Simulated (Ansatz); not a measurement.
# Ta: one crystal by all-electron and frozen-core methods

Aim: solve Ta at one geometry with full-potential LAPW, PAW on the default files and datasets made for this crystal, and see where they agree.

Program: Ansatz 0.2.0. Level of theory: DFT LDA, scalar-relativistic. These are calculated values, not measurements.

### 1 The system as given

It takes space group Im-3m (No. 229, cubic). Conventional cell: a = 3.310 Å, b = 3.310 Å, c = 3.310 Å, α = 90.00°, β = 90.00°, γ = 90.00°. Ta (site symmetry m-3m) is surrounded by 8 Ta at 2.87 Å.

Structure file:

```
Ta
1.0
    -1.65493    1.65493    1.65493
     1.65493   -1.65493    1.65493
     1.65493    1.65493   -1.65493
Ta
1
Direct
  0.00000 0.00000 0.00000
```

The cell is one relaxed in the Materials Project, used as it stands.

### 2 Full-potential LAPW

input.yaml

```yaml
crystal:
  lattice:
    - [-1.6549278069, 1.6549278069, 1.6549278069]
    - [1.6549278069, -1.6549278069, 1.6549278069]
    - [1.6549278069, 1.6549278069, -1.6549278069]
  atoms:
    - { symbol: Ta, position: [0.0, 0.0, 0.0] }
kpoints:
  mp_grid: { grid: [14, 14, 14] }
  band_path:
    path:
      - [0.0, 0.0, 0.0]
      - [0.5, -0.5, 0.5]
      - [0.0, 0.0, 0.5]
      - [0.0, 0.0, 0.0]
      - [0.25, 0.25, 0.25]
      - [0.5, -0.5, 0.5]
      - [0.25, 0.25, 0.25]
      - [0.0, 0.0, 0.5]
    npoints: 8
scf:
  occupations: { method: fermi_dirac, width: 0.05 }
hamiltonian:
  xc: lda
  pseudopotentials: { kind: all_electron, lapw: { basis_error: 0.001 } }
output:
  forces: true
  stress: true
  eigenvalues: true
  populations: true
  dos: { projected: true, de: 0.2, e_range: [-14, 8] }
```

Standard output:

```text
Ta: projections on atomic orbitals take those of the free atom 1s2 2s2 2p6 3s2 3p6 3d10 4s2 4p6 4d10 4f14 5s2 5p6 5d3 6s2, of charge +0.00 (hamiltonian.pseudopotentials.projection_atoms)
LAPW: plane waves up to 8.265 Å⁻¹, error target 1.0e-3 eV per atom; small_component_spin mean_spin; Ta in spheres of 1.433 Å, 37 of its electrons in bands, Dirac shells []
Engine: ansatz 0.2.0
Pseudopotentials: kind: all_electron
Pseudopotential: Ta, LAPW, valence charge 37, Koelling and Harmon's equation, gaussian nucleus
Functional definition: SPW92
  exchange = slater_x
  correlation = pw_c
Crystal: 1 atoms, lattice volume = 18.130 Å³
Basis set: ecut = 260.2620589160002 eV, 177 PW (Γ), exchange–correlation at level 2
Bands: 23, of which v1, the nominal top of the filled ones, is band 19 counted from 1 (18 counted from 0)
Symmetry: 48 space group operations
Space group: Im-3m (ITA 229), of the structure as read, at distance tolerance 2.6e-5 Å
k-points: 104 of 2744
Non-local potential: Ta, projectors of the file, none
Initial density: superposition of atomic densities (chi_scale 0.1, normalization cell)
Initial wavefunctions: plane waves of lowest kinetic energy (no species holds an atomic orbital)
Functional: x = slater, c = lda
iter 1 solved again at ethr=1.90e-4 eV; its pass at ethr=1.00e-1 eV (dr2=7.05e-2 eV) is discarded
SCF iter   1: F=—  HF=-424319.776130 eV  |F-HF|=—  |Δ(HF+E_count)|=         —  Δρ=2.45e-2  dr2=7.09e-2  ethr=1.90e-4  ⟨swp⟩=3.0  Hψ=15194  notcnv=0
preconditioner: auto → Kerker (q_TF=auto, 3.073 Å⁻¹)  [metal: Δε(μ)=0.069 eV  Ē_g=24.481 eV  σ=0.050 eV  W_gap=0.33  n_scr=12 (ndim 8)  ℏωp=43.6 eV  f_vac=0.000  D(μ)=0.94/eV (n_scr^D=12)]
SCF iter   2: F=—  HF=-424319.642479 eV  |F-HF|=—  |Δ(HF+E_count)|=   1.34e-1  Δρ=1.24e-2  dr2=2.11e-2  ethr=1.90e-4  ⟨swp⟩=2.0  Hψ=7489  notcnv=0
SCF iter   3: F=—  HF=-424319.627882 eV  |F-HF|=—  |Δ(HF+E_count)|=   1.46e-2  Δρ=8.41e-3  dr2=1.12e-2  ethr=5.71e-5  ⟨swp⟩=2.0  Hψ=7035  notcnv=0
SCF iter   4: F=—  HF=-424319.623272 eV  |F-HF|=—  |Δ(HF+E_count)|=         —  Δρ=4.62e-3  dr2=4.07e-3  ethr=3.03e-5  ⟨swp⟩=2.0  Hψ=7037  notcnv=0
the basis was enlarged: its passes take 101.8 KiB over the memory plan, 1 of 1 planned eigensolver slots
iter 5 solved again at ethr=9.75e-7 eV; its pass at ethr=1.10e-5 eV (dr2=3.61e-4 eV) is discarded
SCF iter   5: F=—  HF=-424319.623654 eV  |F-HF|=—  |Δ(HF+E_count)|=   3.82e-4  Δρ=1.29e-3  dr2=3.60e-4  ethr=9.75e-7  ⟨swp⟩=2.0  Hψ=11865  notcnv=0
SCF iter   6: F=—  HF=-424319.623672 eV  |F-HF|=—  |Δ(HF+E_count)|=   1.74e-5  Δρ=3.02e-4  dr2=9.32e-6  ethr=9.74e-7  ⟨swp⟩=2.0  Hψ=7036  notcnv=0
SCF iter   7: F=—  HF=-424319.623672 eV  |F-HF|=—  |Δ(HF+E_count)|=   7.41e-7  Δρ=5.22e-5  dr2=2.49e-7  ethr=2.52e-8  ⟨swp⟩=2.0  Hψ=7036  notcnv=0
SCF iter   8: F=-424319.623672 eV  HF=-424319.623672 eV  |F-HF|=1.05e-9  |Δ(HF+E_count)|=   2.57e-8  Δρ=4.98e-6  dr2=1.28e-9  ethr=6.73e-10  ⟨swp⟩=2.0  Hψ=7036  notcnv=0
SCF 1 converged in 8 iterations: F = -424319.623672 eV  dr2 = 1.28e-9
NSCF: frozen V_eff on 57 k-points
SCF converged after 8 iterations
Free energy (F): -424319.623672 eV
Harris-Foulkes:  -424319.623672 eV  (|F-HF|=1.05e-9)
Internal energy: -424319.614765 eV  (E = F + TS)
E sigma→0 (E₀):  -424319.619219 eV
Entropy (-TS):   -0.008907 eV (-8.907 meV/atom)
Fermi energy:    24.266507 eV
--- Per-component energies (eV) ---
  E_band       = -1867.414209
  E_kinetic    = 473528.071911
  E_xc         = -8371.717186
  E_electrostatic = -889475.969490  (all electrons and nuclei)
  E_smearing   = -0.008907  (= −TS)
  E_closure    = 0.000000  (closes the sum)
  E_atoms      = -424308.848938  (free atoms, spherical and without spin; not in F)
  Σ components = -424319.623672   (vs F -424319.623672, Δ=0.00e0)
  Basis errors (estimates in eV, not in F): energy 2.6e-4 per atom: plane waves 2.2e-4 (1.2e-4 summed), levels above the bands 7.8e-78, relativity 1.1e-8, radial functions 3.8e-5, core shells 1.3e-6; eigenvalues (radial functions only) 1.9e-6; not estimated: angular momenta, meshes, grids; target (lapw.basis_error) 1.0e-3; muffin-tin radii Ta 1.433 Å
--- Forces (eV/Å), atoms counted from 1 ---
  atom   1  Ta     0.00000000     0.00000000    -0.00000000
  max |Σ_I F_I| component: 3.12e-31 eV/Å
--- Stress (GPa, compression-positive) ---
      -10.142110      -0.000000       0.000000
       -0.000000     -10.142110      -0.000000
        0.000000      -0.000000     -10.142110
  P = ⅓ Tr σ = -10.1421 GPa (-101.421 kbar)
--- Band table (eV; the first three rows and the last of 104) ---
  k-point 0: bands = ["-191.3119", "-191.3119", "-191.2941", "-191.2941", "-191.2941", "-42.8221", "-8.7677", "-8.7677", "-8.7677", "5.3706", "5.3706", "5.3706", "5.4201", "5.4201", "5.4201", "5.4724", "16.4403", "24.9523", "24.9523", "24.9523", "28.1838", "28.1838", "38.9481"]
  k-point 1: bands = ["-191.3119", "-191.3119", "-191.2941", "-191.2941", "-191.2941", "-42.8165", "-8.8297", "-8.7869", "-8.7680", "5.3716", "5.3727", "5.3730", "5.4179", "5.4194", "5.4194", "5.4694", "16.6660", "24.8087", "24.9111", "25.1743", "27.9565", "28.1853", "39.1466"]
  k-point 2: bands = ["-191.3119", "-191.3119", "-191.2941", "-191.2941", "-191.2941", "-42.8009", "-9.0007", "-8.8404", "-8.7689", "5.3741", "5.3788", "5.3797", "5.4121", "5.4167", "5.4178", "5.4618", "17.3043", "24.4324", "24.7168", "25.8286", "27.5866", "28.2089", "39.5710"]
  k-point 103: bands = ["-191.3119", "-191.3119", "-191.2941", "-191.2941", "-191.2941", "-42.6249", "-9.5773", "-9.5773", "-9.5773", "5.3633", "5.3864", "5.3864", "5.3864", "5.4383", "5.4383", "5.4383", "20.5137", "20.5137", "31.0038", "31.0038", "31.0038", "32.8910", "32.8910"]
--- Löwdin populations: 1 site ---
  site symbol       q [e]
     0     Ta     72.9286
  spilling = 0.000978 (of n_electrons = 73.000000)
```

It took 15 s on 1 thread, shared host.

This run gives: pressure -10.14 GPa; no gap.

At the corners of the path (eV, zero at the Fermi level):

```
point  band 15  band 16  band 17  band 18  band 19  band 20  band 21
    Γ   -18.85   -18.79    -7.83     0.69     0.69     0.69     3.92
    H   -18.83   -18.83    -3.75    -3.75     6.74     6.74     6.74
    N   -18.84   -18.82    -4.33    -1.54     1.70     3.79     4.80
    Γ   -18.85   -18.79    -7.83     0.69     0.69     0.69     3.92
    P   -18.85   -18.85    -1.19    -1.19    -1.19     4.97     4.97
    H   -18.83   -18.83    -3.75    -3.75     6.74     6.74     6.74
    P   -18.85   -18.85    -1.19    -1.19    -1.19     4.97     4.97
    N   -18.84   -18.82    -4.33    -1.54     1.70     3.79     4.80
```

States per cell in windows of 1 eV (zero at the Fermi level; grid of 0.20 eV, so sharp peaks spill over the borders):

```
from  to  total  Ta 5d  Ta 6s
  -8  -7   0.02   0.00   0.02
  -7  -6   0.08   0.00   0.07
  -6  -5   0.14   0.02   0.11
  -5  -4   0.34   0.15   0.18
  -4  -3   0.74   0.53   0.19
  -3  -2   0.83   0.73   0.09
  -2  -1   1.17   1.13   0.01
  -1   0   1.52   1.35   0.10
   0   1   0.90   0.76   0.07
   1   2   0.32   0.27   0.01
   2   3   0.75   0.71   0.02
   3   4   1.12   1.07   0.02
   4   5   1.67   1.58   0.06
```

### 3 PAW on the default files

input.yaml: that of step 2 with these lines changed.

```diff
@@ -24,3 +24,3 @@
   xc: lda
-  pseudopotentials: { kind: all_electron, lapw: { basis_error: 0.001 } }
+  pseudopotentials: { kind: paw }
 output:
@@ -29,3 +29,5 @@
   eigenvalues: true
+  efg: { contact_densities: true }
   populations: true
+  bader: true
   dos: { projected: true, de: 0.2, e_range: [-14, 8] }
```

Standard output (excerpt; [...] marks lines left out):

```text
Ta: output.efg is read without spin–orbit coupling, which moves field gradients at and beside such atoms by some per cent and up to a factor of two; PAW files take it under magnetization.noncollinear and magnetization.spin_orbit
[...]
Pseudopotentials: kind: paw
Pseudopotential: Ta, paw, valence charge 13, recommended cutoff 420 eV (normal)
[... 1 set-up line as earlier in the session ...]
[...]
Crystal: 1 atoms, lattice volume = 18.130 Å³
Basis set: ecut = 420 eV, 369 PW (Γ)
Bands: 11, of which v1, the nominal top of the filled ones, is band 7 counted from 1 (6 counted from 0)
[... 2 set-up lines as earlier in the session ...]
k-points: 104 of 2744
[...]
SCF iter   1: F=—  HF=-9682.591182 eV  |F-HF|=—  |Δ(HF+E_count)|=         —  Δρ=4.40e-3  dr2=2.41e-3  ethr=1.77e-3  ⟨swp⟩=5.9  Hψ=6649  notcnv=0
[...]
  atom   1  Ta    -0.00000000     0.00000000     0.00000000
[...]
--- Stress (GPa, compression-positive) ---
      -10.075627       0.000000      -0.000000
       -0.000000     -10.075627      -0.000000
        0.000000      -0.000000     -10.075627
  P = ⅓ Tr σ = -10.0756 GPa (-100.756 kbar)
--- PAW observables at the nuclei: V_zz in 10²¹ V/m², potentials from the cell's mean, atoms counted from 1 ---
  atom   1  Ta V_zz =    -0.000000   η = 0.0000   by run symmetry: forbidden
            electrostatic potential = -14501.547839 V   contact ρ = 8123765.424466 e/Å³
--- Band table (eV; the first three rows and the last of 104) ---
  k-point 0: bands = ["-48.9338", "-14.8783", "-14.8783", "-14.8783", "10.3139", "18.8311", "18.8311", "18.8311", "22.0631", "22.0631", "32.8440"]
[...]
--- Löwdin populations: 1 site ---
  site symbol       q [e]
     0     Ta     12.9196
  spilling = 0.006181 (of n_electrons = 13.000000)
--- Bader charges: 1 site ---
  site symbol  charge [e]  shift [e]
     0     Ta      0.0000     0.0000
  estimated error of the sums over rays = 2.2e-7 e
```

It took 11 s on 1 thread, shared host.

This run gives: pressure -10.08 GPa; no gap.

### 4 Datasets made for this crystal

input.yaml: that of step 3 with these lines changed.

```diff
@@ -24,3 +24,3 @@
   xc: lda
-  pseudopotentials: { kind: paw }
+  pseudopotentials: { kind: all_electron, datasets: crystal }
 output:
@@ -30,4 +30 @@
   efg: { contact_densities: true }
-  populations: true
-  bader: true
-  dos: { projected: true, de: 0.2, e_range: [-14, 8] }
```

Standard output (excerpt; [...] marks lines left out):

```text
[...]
Ta: output.efg is read without spin–orbit coupling, which moves field gradients at and beside such atoms by some per cent and up to a factor of two; PAW files take it under magnetization.noncollinear and magnetization.spin_orbit
[...]
[... 1 set-up line as earlier in the session ...]
Pseudopotential: Ta, paw, valence charge 27, recommended cutoff 240 eV (normal), Koelling and Harmon's equation, gaussian nucleus
[... 1 set-up line as earlier in the session ...]
[...]
Crystal: 1 atoms, lattice volume = 18.130 Å³
Basis set: ecut = 240 eV, 141 PW (Γ)
Bands: 11, of which v1, the nominal top of the filled ones, is band 7 counted from 1 (6 counted from 0)
[... 2 set-up lines as earlier in the session ...]
k-points: 104 of 2744
[...]
Fermi energy:    24.266511 eV
[...]
  The terms above E_closure are by the made datasets' own strengths, without shells solved beside the bands.
--- Forces (eV/Å), atoms counted from 1 ---
  atom   1  Ta     0.00000000     0.00000000    -0.00000000
[...]
--- Stress (GPa, compression-positive) ---
      -10.144150       0.000000       0.000000
        0.000000     -10.144150      -0.000000
        0.000000       0.000000     -10.144150
  P = ⅓ Tr σ = -10.1441 GPa (-101.441 kbar)
  It holds what live shells' own plane waves past their cutoff add
--- PAW observables at the nuclei: V_zz in 10²¹ V/m², potentials from the cell's mean, atoms counted from 1 ---
  atom   1  Ta V_zz =    -0.000000   η = 0.0000   by run symmetry: forbidden
            electrostatic potential = -14495.556820 V   contact ρ = 8119634.838496 e/Å³
--- Band table (eV; the first three rows and the last of 104) ---
  k-point 0: bands = ["-42.8220", "-8.7676", "-8.7676", "-8.7676", "16.4402", "24.9523", "24.9523", "24.9523", "28.1839"]
[...]
```

Wall time 11 s (1 thread, shared host).

This run gives: pressure -10.14 GPa; no gap.

```
atom  contact density (e/Å³)
  Ta                 8119635
```

### 5 Comparison

```
          method  pressure (GPa)  SCF cycles, all passes
            LAPW          -10.14                       8
             PAW          -10.08                       6
crystal datasets          -10.14                       7
```

### 6 What came out

| quantity | value |
| --- | --- |
| pressure | LAPW -10.14, PAW -10.08, crystal datasets -10.14 GPa |
| gap (LAPW) | none |

**Reading.** The pressure of -10.1 GPa pushes the cell to shrink, with the atoms held in place. The count of 37 electrons in bands leaves a band partly filled, so there is no gap. Ta 5d carries the largest share, 89 %, of the projected states within 0.3 eV of the Fermi level. The projection holds only the free atom's occupied shells (Ta 6s, Ta 5d in this range). In pressure, PAW differs from LAPW by +0.07 GPa. Spin-orbit coupling is left out, though the cell holds Ta; in elements this heavy it can shift bands and gaps by tenths of an eV.
